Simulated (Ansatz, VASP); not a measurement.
# Co8H in two plane-wave programs, part 2 of 3

Wanted: the spread between two codes on one cell, functional and k mesh. Of the first pair: The structure shown is the start of the Ansatz relaxation below; VASP solves that cell, so the two are compared at the walk's first step.

VASP 6.6.1 and Ansatz 0.2.0.

So far: Set-up; Ansatz: relaxation, PBE.

**3. VASP: single point, PBE, start cell, pair 1**

Level of this step: PBE, spin-polarised from a ferromagnetic start; plane waves and PAW (Co, H) (VASP).

The same cell, functional, mesh and smearing now go to VASP, with its own data sets.

Lines of VASP's logs that name or quote its potential files are left out, and so is its time.

INCAR

```
SYSTEM = Co8H
PREC = Accurate
ENCUT = 520
EDIFF = 1E-06
NELM = 200
ISMEAR = 0
SIGMA = 0.1
LREAL = .FALSE.
ALGO = Normal
GGA = PE
NBANDS = 58
ISPIN = 2
MAGMOM = 1.84 1.85 1.78 1.78 1.76 1.8 1.64 1.39 -0.01
LASPH = .TRUE.
LMAXMIX = 4
LORBIT = 11
LWAVE = .FALSE.
LCHARG = .FALSE.
ISIF = 2
LDIPOL = .TRUE.
IDIPOL = 3
DIPOL = 0.5 0.5 0.506
LVHAR = .TRUE.
GGA_COMPAT = .FALSE.
NELMDL = -8
KPAR = 2
```

POSCAR

```
Co8H
1.0
    4.9850478066      0.0000000000      0.0000000000
    1.2462619517      2.1585855208      0.0000000000
    0.0000000000      0.0000000000     21.6011293949
Co H
8 1
Direct
    0.8333323707      0.6666673895      0.3461660205
    0.3333326367      0.6666671235      0.3461660205
    0.0000000000      0.9999997602      0.4396309946
    0.4999997340      0.0000000262      0.4396309946
    0.8333323707      0.6666673895      0.5330949965
    0.3333326367      0.6666671235      0.5330949965
    0.0000000000      0.9999997602      0.6265600170
    0.4999997340      0.0000000262      0.6265600170
    0.3333326367      0.6666671235      0.6538340076
```

KPOINTS

```
Automatic mesh
0
Gamma
6 12 1
0 0 0
```

Potentials, in the order of the species: Co and H (PBE family, release 64).

Run with:

```bash
$ mpirun -np 2 vasp_std
```

Numbers of over 12 decimals in the logs are rounded to 6 here.

Output:

```text
[banner, memory and clock lines left out]
running    2 mpi-ranks, on    1 nodes
 distrk:  each k-point on    1 cores,    2 groups
 distr:  one band on    1 cores,    1 groups

 POSCAR found type information on POSCAR CoH
 POSCAR found :  2 types and       9 ions
 LDA part: xc-table for (Slater+PW92), standard interpolation
 POSCAR, INCAR and KPOINTS ok, starting setup
 FFT: planning ... GRIDC
 FFT: planning ... GRID_SOFT
 FFT: planning ... GRID
 WAVECAR not read
 entering main loop
       N       E                     dE             d eps       ncg     rms          rms(c)
DAV:   1     0.564294955569E+03    0.56429E+03   -0.31077E+04  5800   0.131E+03
DAV:   2    -0.186514588587E+02   -0.58295E+03   -0.54122E+03  5800   0.301E+02
DAV:   3    -0.644886783576E+02   -0.45837E+02   -0.42045E+02  6248   0.122E+02
DAV:   4    -0.655324839085E+02   -0.10438E+01   -0.10400E+01  6500   0.201E+01
DAV:   5    -0.655615607913E+02   -0.29077E-01   -0.29075E-01  8734   0.216E+00
DAV:   6    -0.655619378042E+02   -0.37701E-03   -0.37701E-03  8722   0.255E-01
DAV:   7    -0.655619537001E+02   -0.15896E-04   -0.15896E-04  8758   0.416E-02
DAV:   8    -0.655619541789E+02   -0.47879E-06   -0.47876E-06  5402   0.731E-03    0.301E+01
DAV:   9    -0.847492195982E+02   -0.19187E+02   -0.11010E+02  6756   0.147E+02    0.543E+01
DAV:  10    -0.100988230950E+03   -0.16239E+02   -0.11281E+02  7240   0.151E+02    0.626E+01
DAV:  11    -0.744763412069E+02    0.26512E+02   -0.34161E+01  7552   0.101E+02    0.583E+01
DAV:  12    -0.591999259057E+02    0.15276E+02   -0.53694E+01  6522   0.506E+01    0.260E+01
DAV:  13    -0.664440837286E+02   -0.72442E+01   -0.25453E+01  6598   0.102E+02    0.478E+01
DAV:  14    -0.596820593813E+02    0.67620E+01   -0.43921E+01  6952   0.628E+01    0.296E+01
[...]
DAV:  44    -0.569610898533E+02   -0.29024E-03   -0.10959E-05  5602   0.250E-02    0.131E-02
DAV:  45    -0.569612160264E+02   -0.12617E-03   -0.33273E-06  5094   0.137E-02    0.131E-02
DAV:  46    -0.569612979445E+02   -0.81918E-04   -0.21105E-06  4346   0.132E-02    0.787E-03
DAV:  47    -0.569613239950E+02   -0.26051E-04   -0.37867E-07  4122   0.590E-03    0.511E-03
DAV:  48    -0.569613406578E+02   -0.16663E-04   -0.20420E-07  3972   0.341E-03    0.355E-03
DAV:  49    -0.569613477206E+02   -0.70628E-05   -0.12271E-07  3926   0.341E-03    0.192E-03
DAV:  50    -0.569613510628E+02   -0.33422E-05   -0.72018E-08  3944   0.194E-03    0.148E-03
DAV:  51    -0.569613516984E+02   -0.63564E-06   -0.20982E-08  3918   0.832E-04
   1 F= -.56961352E+02 E0= -.56935543E+02  d E =-.516166E-01  mag=    13.1698
```

From OUTCAR (step 3):

```text
ion  position               nearest neighbor table
   1  0.833  0.667  0.346-   4 2.48   3 2.48   3 2.48   2 2.49   2 2.49   2 2.49   2 2.49
   2  0.333  0.667  0.346-   3 2.48   4 2.48   4 2.48   1 2.49   1 2.49   1 2.49   1 2.49
   3  0.000  1.000  0.440-   6 2.48   5 2.48   5 2.48   2 2.48   1 2.48   1 2.48   4 2.49   4 2.49
                             4 2.49   4 2.49
   4  0.500  0.000  0.440-   5 2.48   6 2.48   6 2.48   1 2.48   2 2.48   2 2.48   3 2.49   3 2.49
                             3 2.49   3 2.49
   5  0.833  0.667  0.533-   4 2.48   3 2.48   3 2.48   8 2.48   7 2.48   7 2.48   6 2.49   6 2.49
                             6 2.49   6 2.49
   6  0.333  0.667  0.533-   3 2.48   4 2.48   4 2.48   7 2.48   8 2.48   8 2.48   5 2.49   5 2.49
                             5 2.49   5 2.49
   7  0.000  1.000  0.627-   9 1.55   6 2.48   5 2.48   5 2.48   8 2.49   8 2.49   8 2.49   8 2.49

  LATTYP: Found a simple orthorhombic cell.
 ALAT       =     2.4925208731
 B/A-ratio  =     1.7320522113
 C/A-ratio  =     8.6663785359

 Subroutine GETGRP returns: Found  2 space group operations
 (whereof  2 operations were pure point group operations)

The static configuration has the point symmetry C_1h.

 Found     25 irreducible k-points:

   k-points           NKPTS =     25   k-points in BZ     NKDIM =     25   number of bands    NBANDS=     58

   dimension x,y,z NGX =    40 NGY =   20 NGZ =  162
   dimension x,y,z NGXF=    80 NGYF=   40 NGZF=  324

   ENCUT  =  520.0 eV  38.22 Ry    6.18 a.u.   9.27  4.63 40.16*2*pi/ulx,y,z

   NELECT =      73.0000    total number of electrons

 k-points in reciprocal lattice and weights: Automatic mesh
   0.00000000  0.00000000  0.00000000       0.014
   0.16666667  0.00000000  0.00000000       0.028
   0.33333333 -0.00000000  0.00000000       0.028
   0.50000000  0.00000000  0.00000000       0.014
   0.00000000  0.08333333  0.00000000       0.056
   0.33333333  0.08333333  0.00000000       0.056
   0.50000000  0.08333333  0.00000000       0.056
   0.00000000  0.16666667  0.00000000       0.056
   0.16666667  0.16666667  0.00000000       0.028
[...]
0.33333333  0.50000000  0.00000000       0.028
   0.50000000  0.50000000  0.00000000       0.014

 dipolmoment           0.000000      0.000000     -0.005615 electrons x Angstroem

 average (electrostatic) potential at core
       1 -87.5947       2 -87.5856       3 -87.6750       4 -87.6761       5 -87.7208
       6 -87.7366       7 -87.6309       8 -87.6122       9 -37.3077

 E-fermi :   0.9403

 spin component 1
 k-point     1 :       0.0000    0.0000    0.0000
  band No.  band energies     occupation
    ...
     41       0.1659      1.00000
     42       0.2561      1.00000
     43       0.3722      1.00000
     44       0.4033      1.00000
     45       0.7548      0.99565
     46       1.6095      0.00000
     47       2.0510      0.00000
     48       2.9554      0.00000
     49       3.9013      0.00000
     50       5.4434      0.00000
    ...

 k-point     2 :       0.1667    0.0000    0.0000
  band No.  band energies     occupation
    ...
     42       0.2411      1.00000
     43       0.2917      1.00000
     44       0.3077      1.00000
     45       0.7613      0.99433
     46       0.8791      0.80665
     47       1.6539      0.00000
     48       2.4082      0.00000
     49       4.5578      0.00000
     50       5.6648      0.00000
     51       5.8426      0.00000
    ...

 k-point     3 :       0.3333   -0.0000    0.0000
  band No.  band energies     occupation
    ...
     41      -0.1201      1.00000
     42      -0.0425      1.00000
     43       0.0378      1.00000
     44       0.0440      1.00000
     45       0.1330      1.00000
     46       1.1628      0.00083
     47       1.5671      0.00000
     48       2.9607      0.00000
     49       3.7339      0.00000
     50       6.1933      0.00000
    ...

 k-point     4 :       0.5000    0.0000    0.0000
  band No.  band energies     occupation
    ...
     42      -0.1217      1.00000
     43       0.0664      1.00000
     44       0.0834      1.00000
     45       0.4159      1.00000
     46       0.6430      0.99999
     47       2.2916      0.00000
     48       2.7066      0.00000
     49       4.4291      0.00000
     50       4.6421      0.00000
     51       7.1188      0.00000
    ...

 k-point     5 :       0.0000    0.0833    0.0000
  band No.  band energies     occupation
    ...
     40      -0.0039      1.00000
     41       0.0208      1.00000
     42       0.1941      1.00000
     43       0.2650      1.00000
     44       0.4854      1.00000
     45       1.4882      0.00000
     46       1.8995      0.00000
     47       2.1629      0.00000
     48       3.2328      0.00000
     49       4.5175      0.00000
    ...

 k-point     6 :       0.3333    0.0833    0.0000
  band No.  band energies     occupation
    ...
     41       0.0148      1.00000
     42       0.0390      1.00000
     43       0.1388      1.00000
     44       0.5911      1.00000
     45       0.8002      0.97625
     46       1.2256      0.00003
     47       2.1205      0.00000
     48       2.6430      0.00000
     49       4.5047      0.00000
     50       6.0757      0.00000
    ...

  Total       -0.4487391     -0.4643603     -1.1858207     -0.0135297     -0.0135826      0.0235249
  in kB       -3.0930679     -3.2007418     -8.1736222     -0.0932572     -0.0936220      0.1621526
  external PRESSURE =      -4.8224773 kB  Pullay stress =       0.0000000 kB

  energy-cutoff  :      520.00
  volume of cell :      232.44
      direct lattice vectors                 reciprocal lattice vectors
     4.985047807  0.000000000  0.000000000     0.200599882 -0.115816583  0.000000000
     1.246261952  2.158585521  0.000000000     0.000000000  0.463266334  0.000000000
     0.000000000  0.000000000 21.601129395     0.000000000  0.000000000  0.046293876

 POSITION                                       TOTAL-FORCE (eV/Angst)
 -----------------------------------------------------------------------------------
      4.98504      1.43906      7.47758        -0.013064      0.007542      0.366977
      2.49252      1.43906      7.47758         0.015148     -0.008746      0.383442
      1.24626      2.15859      9.49653         0.007430     -0.004290     -0.412596
      2.49252      0.00000      9.49653        -0.011618      0.006708     -0.536034
      4.98504      1.43906     11.51545         0.033622     -0.019412      0.406705
      2.49252      1.43906     11.51545        -0.012303      0.007103      0.290796
      1.24626      2.15859     13.53440        -1.163655      0.671835     -0.906969
      2.49252      0.00000     13.53440         1.038634     -0.599654     -1.210903
      2.49252      1.43906     14.12355         0.105805     -0.061086      1.618580
 -----------------------------------------------------------------------------------
    total drift:                               -0.000061     -0.000108     -0.000303

  FREE ENERGIE OF THE ION-ELECTRON SYSTEM (eV)
  ---------------------------------------------------
  free  energy   TOTEN  =       -56.9613516984 eV

  energy  without entropy=      -56.9097351266  energy(sigma->0) =      -56.93554341

 vacuum level on the upper side and lower side of the slab         5.788         5.882

 total charge
# of ion       s       p       d       tot
------------------------------------------
    1        0.479   0.399   7.226   8.104
    2        0.480   0.399   7.225   8.104
    3        0.486   0.520   7.262   8.268
    4        0.486   0.520   7.261   8.267
    5        0.485   0.522   7.253   8.260
    6        0.486   0.518   7.256   8.260
    7        0.481   0.477   7.284   8.242
    8        0.487   0.555   7.357   8.399
    9        0.607   0.043   0.000   0.650
--------------------------------------------------
tot          4.477   3.953  58.124  66.554

 magnetization (x)
# of ion       s       p       d       tot
------------------------------------------
    1       -0.010  -0.034   1.812   1.768
    2       -0.009  -0.036   1.817   1.773
    3       -0.013  -0.048   1.740   1.680
    4       -0.013  -0.048   1.747   1.686
    5       -0.012  -0.049   1.768   1.706
    6       -0.013  -0.049   1.783   1.721
    7       -0.007  -0.032   1.647   1.608
    8       -0.004  -0.027   1.395   1.364
    9       -0.017   0.001   0.000  -0.016
--------------------------------------------------
tot         -0.097  -0.322  13.710  13.291

[... 6 further parts left out ...]
```

The run ends at a pressure of -0.48 GPa, with forces up to 1.7 eV/Å.

**4. Comparison**

Known differences besides the potentials themselves: VASP starts from the moments at which Ansatz ended; Ansatz cuts the interaction across the vacuum, VASP repeats the sheet with a dipole correction; the data sets hold 137 valence electrons in Ansatz (on its PAW soft_1 files) and 73 in VASP; Ansatz takes its cutoff from its data sets, VASP runs at 520 eV. Total energies have different zeros and are not compared.

Forces (eV/Å; atoms numbered as in POSCAR):

| atom | Ansatz x, y, z | VASP x, y, z |
| --- | --- | --- |
| Co1 | -0.012, 0.007, 0.343 | -0.013, 0.008, 0.367 |
| Co2 | 0.014, -0.008, 0.355 | 0.015, -0.009, 0.383 |
| Co3 | 0.009, -0.005, -0.428 | 0.007, -0.004, -0.413 |
| Co4 | -0.012, 0.007, -0.550 | -0.012, 0.007, -0.536 |
| Co5 | 0.034, -0.019, 0.423 | 0.034, -0.019, 0.407 |
| Co6 | -0.014, 0.008, 0.305 | -0.012, 0.007, 0.291 |
| Co7 | -1.151, 0.665, -0.887 | -1.164, 0.672, -0.907 |
| Co8 | 1.030, -0.595, -1.187 | 1.039, -0.600, -1.211 |
| H9 | 0.102, -0.059, 1.626 | 0.106, -0.061, 1.619 |

The forces differ by 12 meV/Å r.m.s., which is 2.0 % of the r.m.s. force of 0.582 eV/Å (both taken over all components). Moments aren't recorded for both runs of this pair, so they may hold unlike magnetic states. With vacuum in the cell, a pressure given here is an average over mostly empty space and none of the material.

**5. Ansatz: relaxation, PBE**

This run makes the geometry at which the two programs are then compared.

The structure compared here is the end of the Ansatz relaxation.

input.yaml

```yaml
crystal:
  lattice:
    - [4.9850478066, 0.0, 0.0]
    - [1.2462619517, 2.1585855208, 0.0]
    - [0.0, 0.0, 21.6011293949]
  atoms:
    - { symbol: Co, position: [0.833333, 0.666667, 0.346166], spin: 1.6 }
    - { symbol: Co, position: [0.333333, 0.666667, 0.346166], spin: 1.6 }
    - { symbol: Co, position: [0.0, 0.0, 0.439631], spin: 1.6 }
    - { symbol: Co, position: [0.5, 0.0, 0.439631], spin: 1.6 }
    - { symbol: Co, position: [0.833333, 0.666667, 0.533095], spin: 1.6 }
    - { symbol: Co, position: [0.333333, 0.666667, 0.533095], spin: 1.6 }
    - { symbol: Co, position: [0.0, 0.0, 0.62656], spin: 1.6 }
    - { symbol: Co, position: [0.5, 0.0, 0.62656], spin: 1.6 }
    - { symbol: H, position: [0.333333, 0.666667, 0.653834] }
  periodic: [true, true, false]
kpoints:
  mp_grid: { grid: [6, 12, 1] }
hamiltonian:
  xc: pbe
  pseudopotentials: { kind: paw, azcp: { folder: soft_1 } }
scf:
  occupations: { method: gaussian, width: 0.1 }
output:
  forces: true
  eigenvalues: true
  populations: true
magnetization:
  spin_polarized: true
relax:
  adjacent_minimum: "off"
  f_tol: 0.003
  max_steps: 120
  constraints: [{ sites: [0, 1, 2, 3] }]
```

Run with:

```bash
$ ansatz run input.yaml --threads 8 --pin off --max-ram 20480MiB --backend cpu --events-out ev --progress --plain --runs-dir out
```

Output:

```text
[...]
SCF iter   7: F=—  HF=-41022.752813 eV  |F-HF|=—  |Δ(HF+E_count)|=   2.03e-8  Δρ=4.56e-7 (↑4.56e-7 ↓4.22e-7)  dr2=1.19e-9  dr2_m=2.87e-10  M=13.640 μB ∫|m|=14.821 μB  β_m=0.64  ethr=1.44e-12  ⟨swp⟩=4.0  Hψ=11133  notcnv=0  defer=191
[...]
--- Löwdin populations: 9 sites ---
  site symbol       q [e]    m [muB]
     0     Co     16.7864     1.8466
     1     Co     16.7841     1.8535
     2     Co     16.7778     1.7815
     3     Co     16.7746     1.7799
     4     Co     16.7577     1.7622
     5     Co     16.7618     1.7981
     6     Co     16.6903     1.7731
     7     Co     16.6700     1.5372
     8      H      1.2668    -0.0167
  spilling = 0.012632 (of n_electrons = 137.000000)
[key lines of the parts left out:]
SCF converged after 10 iterations
Magnetization: 13.6399 μB (75.3200 up, 61.6800 down)
Free energy (F): -41022.752813 eV
Fermi energy:    -4.952641 eV
```

(Continued in part 3 of 3.)

[Lines on the potential files, build, host, timing and source positions are cut from VASP's logs without a mark.]

[Logs are printed without paths, hosts, clocks, repeated set-up lines and the standing remarks that a program may print on its own settings, such as how far it seeks lower states.]

[Hosts, paths, dates, database ids (printed as entryN), source tags and the programs' standing remarks are cut or masked in the printed files.]
